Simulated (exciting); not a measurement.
# Ho under changes of volume

One of the cells (31.035 Å³/atom); the others are scaled copies at fixed shape and fractional positions:

```
CELL_PARAMETERS angstrom
0.00000 2.49425 2.49425
2.49425 0.00000 2.49425
2.49425 2.49425 0.00000
ATOMIC_POSITIONS crystal
Ho 0.00000 0.00000 0.00000
```

This isn't the form of Ho at room conditions, which is hcp.

```yaml
Program: exciting (release sodium)
Functional: PBE
Potentials_or_basis: all-electron LAPW+lo, shipped species files, valence relativity iora*
rgkmax: 9.5
k_mesh: 9 × 9 × 9
Occupations: fermi-dirac, width 0.05 eV
Spin: collinear spin, ferromagnetic start
```

```tsv
volume (Å³/atom)	energy over the lowest point (meV/atom)	moment (μB per cell)
29.173	63.84	3.64
29.793	?	?
30.414	33.11	3.64
31.035	21.31	3.63
31.655	12.33	3.62
32.276	5.01	3.62
32.897	0.00	3.62
```

What does the run at 29.793 Å³/atom give?

Energy over the lowest point 47.40 meV/atom; moment 3.64 μB per cell.

Worked out: A Birch-Murnaghan fit of order 3 (a polynomial in V^(-2/3)) to the other rows has no minimum within the range. It gives 47.13 meV/atom at 29.793 Å³/atom, against the run's 47.40. A straight line through the other rows of the moment, of slope -0.00667 μB per Å³/atom, gives 3.64 μB, against the run's 3.64.

Energies are extrapolated to zero smearing.

Caveats: the magnetic or orbital state may not be the lowest; the free energy is that total less TS from the occupations.
